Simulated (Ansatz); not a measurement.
Structures of Ta2C: which is lowest?

Plane-wave DFT in Ansatz with scalar-relativistic PAW potentials, cutoff 500 eV, Γ-centred meshes chosen by cell and gap, Gaussian smearing with energies taken to zero width. Every cell was relaxed (cell and atoms) in a run of its own, within the symmetry of its start. Functional: r2SCAN.

Relaxed structures (starts from databases or built by putting these elements on another compound's sites):
A. P-31m, 9 atoms in the computed cell, a = 5.405 Å, c = 4.906 Å; sites (symmetry × multiplicity) Ta ..m × 6, C -3.m × 1 + 3.2 × 2; start: built
B. I4/mcm, 6 atoms in the computed cell, a = 5.525 Å, c = 5.080 Å; sites (symmetry × multiplicity) Ta m.2m × 8, C 422 × 4; start: built
C. R-3m, 3 atoms in the computed cell, a = 3.106 Å, c = 14.989 Å; sites (symmetry × multiplicity) Ta 3m × 6, C -3m × 3; start: built
D. P-3m1, 3 atoms in the computed cell, a = 3.110 Å, c = 4.943 Å; sites (symmetry × multiplicity) Ta 3m. × 2, C -3m. × 1; start: database

Rank them by energy. Could pressure change the order?

```csv
structure,group,E − E(lowest) (meV/atom),V (Å³/atom),gap on mesh (eV)
D,P-3m1,0.0,13.80,0.00
A,P-31m,60,13.79,0.00
C,R-3m,170,13.91,0.00
B,I4/mcm,536,12.92,0.00
```

D is lowest, 60 meV/atom under A. B is denser by 0.88 Å³/atom, so pressure favours it: ΔE/ΔV, with ΔE in eV and 1 eV/Å³ = 160.2 GPa, gives about 98 GPa for equal enthalpy if both cells were rigid; at such pressures compression changes ΔV much, so this is a scale only. Other structures may lie lower than all of these, and vibrations aren't counted.

Spin-orbit coupling is left out, which matters for the bands of heavy elements.